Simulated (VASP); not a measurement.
# Al (Fm-3m) in VASP: a series of runs, part 2 of 2

VASP 6.6.1. The steps go on from the part before.

## Step 4: Single point, PBE

File INCAR:

```
SYSTEM = Al
PREC = Accurate
ENCUT = 400
EDIFF = 1E-7
ISMEAR = -1
SIGMA = 0.15
LREAL = .False.
LASPH = .True.
NELM = 100
ALGO = Normal
ISIF = 2
LWAVE = .False.
LCHARG = .False.
GGA = PE
NBANDS = 8
ADDGRID = .False.
```

File KPOINTS:

```
regular mesh
0
Gamma
  5 5 5
  0 0 0
```

File POSCAR:

```
Al
1.0
   -0.0142710000      2.0302060000      1.9470980000
    2.0319350000     -0.0386130000      1.9714400000
    2.0296090000      2.0522230000     -0.0362870000
Al
1
Direct
    0.0259050000     -0.0062880000     -0.0081470000
```

Potentials or basis: VASP PAW PBE potentials, release 64 (Al).

Started as:

```
cat potpaw_PBE.64/Al/POTCAR > POTCAR
mpirun -np 1 vasp_std > vasp.out
```

OUTCAR:

```text
SYSTEM = Al
   PREC = Accurate
   ENCUT = 400
   EDIFF = 1E-7
   ISMEAR = -1
   LREAL = .False.
   LASPH = .True.
   NELM = 100
   ISIF = 2
   GGA = PE

 Found     63 irreducible k-points:

 Following reciprocal coordinates:
            Coordinates               Weight
  0.000000  0.000000  0.000000      1.000000
  0.200000  0.000000 -0.000000      2.000000
  0.400000  0.000000 -0.000000      2.000000
 -0.000000  0.200000  0.000000      2.000000
  0.200000  0.200000  0.000000      2.000000
  0.400000  0.200000  0.000000      2.000000
   k-points           NKPTS =     63   k-points in BZ     NKDIM =     63   number of bands    NBANDS=      8
   number of dos      NEDOS =    301   number of ions     NIONS =      1
   total plane-waves  NPLWV =   6480
   dimension x,y,z NGX =    18 NGY =   18 NGZ =   20
   dimension x,y,z NGXF=    36 NGYF=   36 NGZF=   40
   ions per type =               1
   NGX,Y,Z   is equivalent  to a cutoff of  10.64, 10.57, 11.52 a.u.
   NGXF,Y,Z  is equivalent  to a cutoff of  21.28, 21.14, 23.04 a.u.
 SYSTEM =  Al
   PREC   = accura    normal or accurate (medium, high low for compatibility)
   ISTART =      0    job   : 0-new  1-cont  2-samecut
   ICHARG =      2    charge: 1-file 2-atom 10-const
   ISPIN  =      1    spin polarized calculation?
   LNONCOLLINEAR =      F non collinear calculations
   LSORBIT =      F    spin-orbit coupling
   LASPH  =      T    aspherical Exc in radial PAW
   ENCUT  =  400.0 eV  29.40 Ry    5.42 a.u.   4.59  4.62  4.71*2*pi/ulx,y,z
   NELM   =    100;   NELMIN=  2; NELMDL= -5     # of ELM steps
   EDIFF  = 0.1E-06   stopping-criterion for ELM
   LREAL  =      F    real-space projection
   EDIFFG = 0.1E-05   stopping-criterion for IOM
   NSW    =      0    number of steps for IOM
   IBRION =     -1    ionic relax: 0-MD 1-quasi-New 2-CG
   NFREE  =      0    steps in history (QN), initial steepest desc. (CG)
   ISIF   =      2    stress and relaxation
   ISYM   =      2    0-nonsym 1-usesym 2-fastsym
   POTIM  = 0.5000    time-step for ionic-motion
   TEBEG  =    0.0;   TEEND  =   0.0 temperature during run
   PSTRESS=    0.0 pullay stress
   NELECT =       3.0000    total number of electrons
   NUPDOWN=      -1.0000    fix difference up-down
   EMIN   =  10.00;   EMAX   =-10.00  energy-range for DOS
   EFERMI =   0.00;   METHOD = LEGACY
   ISMEAR =    -1;   SIGMA  =   0.15  broadening in eV -4-tet -1-fermi 0-gaus
   EFERMI_NEDOS =   21; number of points for ismear=-14 and -15
   IALGO  =     38    algorithm
   IMIX   =      4    mixing-type and parameters
     AMIX     =   0.40;   BMIX     =  1.00
     AMIX_MAG =   1.60;   BMIX_MAG =  1.00
  volume/ion in A,a.u.               =      16.60       112.04
  Fermi-wavevector in a.u.,A,eV,Ry     =   0.925526  1.748991 11.654732  0.856599
  Thomas-Fermi vector in A             =   2.051390
   LORBIT       =      0    0 simple, 1 ext, 2 COOP (PROOUT), +10 PAW based schemes
   GGA     = PE    functional components
   LHFCALC =     F    Hartree Fock is set to
   AEXX    =    0.0000 exact exchange contribution
   IVDW    =     0    specifies the selected vdW correction
   LEPSILON=     F    determine dielectric tensor
   LRPA    =     F    only Hartree local field effects (RPA)
 non-spin polarized calculation
  energy-cutoff  :      400.00
  volume of cell :       16.60
 maximum number of plane-waves:       311
 NGX is ok and might be reduce to    18
   NGX =  9   NGY =  9   NGZ =  9

 number of electron       3.0000000 magnetization

 Free energy of the ion-electron system (eV)
  ---------------------------------------------------
  ext. energy  EPLUGINS =         0.00000000
  ---------------------------------------------------
  free energy    TOTEN  =        -3.72038510 eV

  energy without entropy =       -3.67625284  energy(sigma->0) =       -3.69831897

 E-fermi :   8.2516     XC(G=0): -10.1732

 val. band max:        8.2258275060   @ k =  -0.4000   0.4000   0.2000
 cond. band min:       8.2587213158   @ k =   0.4000  -0.2000   0.4000
 fundamental gap:      0.0328938098
 Fermi energy:         8.2516349576

 k-point     1 :       0.0000    0.0000    0.0000
  band No.  band energies     occupation
      1      -3.1561      2.00000
      2      20.0452      0.00000
      3      20.4285      0.00000
      4      21.1409      0.00000
      5      21.4458      0.00000
      6      21.8583      0.00000
      7      22.4975      0.00000
      8      24.5337      0.00000

 k-point     2 :       0.2000    0.0000   -0.0000
  band No.  band energies     occupation
      1      -2.0643      2.00000
      2      13.4260      0.00000
      3      18.5687      0.00000
      4      19.2556      0.00000
      5      22.3051      0.00000
      6      22.8852      0.00000
      7      23.8660      0.00000
      8      25.1396      0.00000

 k-point     3 :       0.4000    0.0000   -0.0000
  band No.  band energies     occupation
      1       1.1616      2.00000
      2       6.4023      1.99999
      3      18.2377      0.00000
      4      19.0423      0.00000
      5      19.7297      0.00000
      6      20.6977      0.00000
      7      22.3715      0.00000
      8      24.2529      0.00000

 k-point     4 :      -0.0000    0.2000    0.0000
  band No.  band energies     occupation
      1      -2.0990      2.00000
      2      12.9313      0.00000
      3      18.8947      0.00000
      4      19.6155      0.00000
      5      22.5355      0.00000
      6      23.0361      0.00000
      7      23.9721      0.00000
      8      25.3955      0.00000

 k-point     5 :       0.2000    0.2000    0.0000
  band No.  band energies     occupation
      1      -1.6488      2.00000
      2      15.7274      0.00000
      3      16.0011      0.00000
      4      16.4786      0.00000
      5      19.3737      0.00000
      6      19.6672      0.00000
      7      27.9833      0.00000
      8      28.1384      0.00000

 k-point     6 :       0.4000    0.2000    0.0000
  band No.  band energies     occupation
      1       0.9439      2.00000
      2       9.1589      0.00471
      3      14.9304      0.00000
      4      15.2152      0.00000
      5      16.8493      0.00000
      6      22.0574      0.00000
      7      25.4754      0.00000
      8      28.5748      0.00000

 [... further k-points ...]

------------------------ aborting loop because EDIFF is reached ----------------------------------------

  FORCE on cell =-STRESS in cart. coord.  units (eV):
  Direction    XX          YY          ZZ          XY          YZ          ZX
  --------------------------------------------------------------------------------------
  -------------------------------------------------------------------------------------
  Total        0.0283111      0.0337019      0.1005244     -0.0126220     -0.0026399     -0.0004085
  in kB        2.7320415      3.2522603      9.7006827     -1.2180364     -0.2547545     -0.0394216
  external PRESSURE =       5.2283282 kB  Pullay stress =       0.0000000 kB

 VOLUME and BASIS-vectors are now :
 -----------------------------------------------------------------------------
  energy-cutoff  :      400.00
  volume of cell :       16.60
      direct lattice vectors                 reciprocal lattice vectors
    -0.014271000  2.030206000  1.947098000    -0.243600396  0.245440565  0.255882689
     2.031935000 -0.038613000  1.971440000     0.245113160 -0.237992671  0.249947439
     2.029609000  2.052223000 -0.036287000     0.245598817  0.239991210 -0.248434673

 POSITION                                       TOTAL-FORCE (eV/Angst)
 -----------------------------------------------------------------------------------
      4.03186      2.04973      1.97349         0.000000      0.000000     -0.000000
 -----------------------------------------------------------------------------------
    total drift:                               -0.000000     -0.000004     -0.000000

  FREE ENERGIE OF THE ION-ELECTRON SYSTEM (eV)
  ---------------------------------------------------
  free  energy   TOTEN  =        -3.7203851018 eV

  energy  without entropy=       -3.6762528352  energy(sigma->0) =       -3.69831897
```

It took 2.9 s on 1 thread of Intel Xeon 6975P-C (Granite Rapids), shared host; peak memory 0.11 GiB.

The run converged, but some of its settings lie outside the range that counts as converged, so its numbers aren't taken as properties of the crystal.

What came out:

| Item | Value |
| --- | --- |
| Free energy | -3.7204 eV |
| Pressure | 0.5 GPa |
| Band gap on the k mesh | none (metal or under the smearing width) |

Caveat: the k mesh is coarse (spacing up to 0.54 Å⁻¹), so the values aren't converged.

## Step 5: Single point, PBE

Changes to INCAR since step 4:

```diff
@@ -2,3 +2,3 @@
 PREC = Accurate
-ENCUT = 400
+ENCUT = 300
 EDIFF = 1E-7
```

File KPOINTS:

```
regular mesh
0
Gamma
  6 6 6
  0 0 0
```

File POSCAR:

```
Al
1.0
    0.0000000000      2.0248050000      2.0248050000
    2.0248050000      0.0000000000      2.0248050000
    2.0248050000      2.0248050000      0.0000000000
Al
1
Direct
    0.0000000000      0.0000000000      0.0000000000
```

Potentials or basis: VASP PAW PBE potentials, release 64 (Al).

Started as:

```
cat potpaw_PBE.64/Al/POTCAR > POTCAR
mpirun -np 1 vasp_std > vasp.out
```

OUTCAR:

```text
SYSTEM = Al
   PREC = Accurate
   ENCUT = 300
   EDIFF = 1E-7
   ISMEAR = -1
   LREAL = .False.
   LASPH = .True.
   NELM = 100
   ISIF = 2
   GGA = PE

 Found     16 irreducible k-points:

 Following reciprocal coordinates:
            Coordinates               Weight
  0.000000  0.000000  0.000000      1.000000
  0.166667  0.000000  0.000000      8.000000
  0.333333  0.000000  0.000000      8.000000
  0.500000  0.000000  0.000000      4.000000
  0.166667  0.166667  0.000000      6.000000
  0.333333  0.166667  0.000000     24.000000
   k-points           NKPTS =     16   k-points in BZ     NKDIM =     16   number of bands    NBANDS=      8
   number of dos      NEDOS =    301   number of ions     NIONS =      1
   total plane-waves  NPLWV =   4096
   dimension x,y,z NGX =    16 NGY =   16 NGZ =   16
   dimension x,y,z NGXF=    32 NGYF=   32 NGZF=   32
   ions per type =               1
   NGX,Y,Z   is equivalent  to a cutoff of   9.29,  9.29,  9.29 a.u.
   NGXF,Y,Z  is equivalent  to a cutoff of  18.58, 18.58, 18.58 a.u.
 SYSTEM =  Al
   PREC   = accura    normal or accurate (medium, high low for compatibility)
   ISTART =      0    job   : 0-new  1-cont  2-samecut
   ICHARG =      2    charge: 1-file 2-atom 10-const
   ISPIN  =      1    spin polarized calculation?
   LNONCOLLINEAR =      F non collinear calculations
   LSORBIT =      F    spin-orbit coupling
   LASPH  =      T    aspherical Exc in radial PAW
   ENCUT  =  300.0 eV  22.05 Ry    4.70 a.u.   4.04  4.04  4.04*2*pi/ulx,y,z
   NELM   =    100;   NELMIN=  2; NELMDL= -5     # of ELM steps
   EDIFF  = 0.1E-06   stopping-criterion for ELM
   LREAL  =      F    real-space projection
   EDIFFG = 0.1E-05   stopping-criterion for IOM
   NSW    =      0    number of steps for IOM
   IBRION =     -1    ionic relax: 0-MD 1-quasi-New 2-CG
   NFREE  =      0    steps in history (QN), initial steepest desc. (CG)
   ISIF   =      2    stress and relaxation
   ISYM   =      2    0-nonsym 1-usesym 2-fastsym
   POTIM  = 0.5000    time-step for ionic-motion
   TEBEG  =    0.0;   TEEND  =   0.0 temperature during run
   PSTRESS=    0.0 pullay stress
   NELECT =       3.0000    total number of electrons
   NUPDOWN=      -1.0000    fix difference up-down
   EMIN   =  10.00;   EMAX   =-10.00  energy-range for DOS
   EFERMI =   0.00;   METHOD = LEGACY
   ISMEAR =    -1;   SIGMA  =   0.15  broadening in eV -4-tet -1-fermi 0-gaus
   EFERMI_NEDOS =   21; number of points for ismear=-14 and -15
   IALGO  =     38    algorithm
   IMIX   =      4    mixing-type and parameters
     AMIX     =   0.40;   BMIX     =  1.00
     AMIX_MAG =   1.60;   BMIX_MAG =  1.00
  volume/ion in A,a.u.               =      16.60       112.04
  Fermi-wavevector in a.u.,A,eV,Ry     =   0.925526  1.748991 11.654733  0.856599
  Thomas-Fermi vector in A             =   2.051390
   LORBIT       =      0    0 simple, 1 ext, 2 COOP (PROOUT), +10 PAW based schemes
   GGA     = PE    functional components
   LHFCALC =     F    Hartree Fock is set to
   AEXX    =    0.0000 exact exchange contribution
   IVDW    =     0    specifies the selected vdW correction
   LEPSILON=     F    determine dielectric tensor
   LRPA    =     F    only Hartree local field effects (RPA)
 non-spin polarized calculation
  energy-cutoff  :      300.00
  volume of cell :       16.60
 maximum number of plane-waves:       202
   NGX =  9   NGY =  9   NGZ =  9

 number of electron       3.0000000 magnetization

 Free energy of the ion-electron system (eV)
  ---------------------------------------------------
  ext. energy  EPLUGINS =         0.00000000
  ---------------------------------------------------
  free energy    TOTEN  =        -3.82034210 eV

  energy without entropy =       -3.80157659  energy(sigma->0) =       -3.81095935

 E-fermi :   8.1814     XC(G=0): -10.1743

 val. band max:        7.2888505106   @ k =  -0.3333   0.5000   0.1667
 cond. band min:       8.3234727302   @ k =  -0.3333   0.3333   0.0000
 fundamental gap:      1.0346222197
 Fermi energy:         8.1813820310

 k-point     1 :       0.0000    0.0000    0.0000
  band No.  band energies     occupation
      1      -3.1556      2.00000
      2      20.5604      0.00000
      3      20.5604      0.00000
      4      20.5604      0.00000
      5      21.9682      0.00000
      6      21.9682      0.00000
      7      21.9682      0.00000
      8      24.3590      0.00000
[... 45 lines left out ...]
 k-point     6 :       0.3333    0.1667    0.0000
  band No.  band energies     occupation
      1      -0.4233      2.00000
      2      10.9302      0.00000
      3      15.8616      0.00000
      4      16.5996      0.00000
      5      17.5134      0.00000
      6      22.3970      0.00000
      7      26.0787      0.00000
      8      27.5972      0.00000

 [... further k-points ...]

------------------------ aborting loop because EDIFF is reached ----------------------------------------

  FORCE on cell =-STRESS in cart. coord.  units (eV):
  Direction    XX          YY          ZZ          XY          YZ          ZX
  --------------------------------------------------------------------------------------
  -------------------------------------------------------------------------------------
  Total       -0.0279987     -0.0279987     -0.0279987      0.0000000      0.0000000     -0.0000000
  in kB       -2.7018990     -2.7018990     -2.7018990      0.0000000      0.0000000     -0.0000000
  external PRESSURE =      -2.7018990 kB  Pullay stress =       0.0000000 kB

 VOLUME and BASIS-vectors are now :
 -----------------------------------------------------------------------------
  energy-cutoff  :      300.00
  volume of cell :       16.60
      direct lattice vectors                 reciprocal lattice vectors
     0.000000000  2.024805000  2.024805000    -0.246937359  0.246937359  0.246937359
     2.024805000  0.000000000  2.024805000     0.246937359 -0.246937359  0.246937359
     2.024805000  2.024805000  0.000000000     0.246937359  0.246937359 -0.246937359

 POSITION                                       TOTAL-FORCE (eV/Angst)
 -----------------------------------------------------------------------------------
      0.00000      0.00000      0.00000         0.000000      0.000000     -0.000000
 -----------------------------------------------------------------------------------
    total drift:                                0.000000     -0.000000     -0.000000

  FREE ENERGIE OF THE ION-ELECTRON SYSTEM (eV)
  ---------------------------------------------------
  free  energy   TOTEN  =        -3.8203421038 eV

  energy  without entropy=       -3.8015765880  energy(sigma->0) =       -3.81095935
```

stdout:

```text
POSCAR found type information on POSCAR Al
 POSCAR found :  1 types and       1 ions
 scaLAPACK will be used
 LDA part: xc-table for (Slater+PW92), standard interpolation
 POSCAR, INCAR and KPOINTS ok, starting setup
 FFT: planning ... GRIDC
 FFT: planning ... GRID_SOFT
 FFT: planning ... GRID
 WAVECAR not read
 entering main loop
```

Wall time 1 s (1 thread of Intel Xeon 6975P-C (Granite Rapids), shared host); peak memory 0.1 GiB.

These settings aren't checked as converged: the numbers below hold their error.

What came out:

| Quantity | Value |
| --- | --- |
| Free energy | -3.8203 eV |
| Pressure | -0.3 GPa |
| Band gap on the k mesh | none (metal or under the smearing width) |

Caveat: the k mesh is coarse (spacing up to 0.45 Å⁻¹), so the values aren't converged.

## Step 6: The reference run

An earlier run on the cell as given: functional PBE; potentials or basis VASP PAW PBE potentials, release 64 (Al); cutoff 520 eV; k mesh 11 × 11 × 11; occupations fermi-dirac, width 0.05 eV; no spin polarisation.

* Pressure: -0.5 GPa
* Band gap on the k mesh: none (metal or under the smearing width)
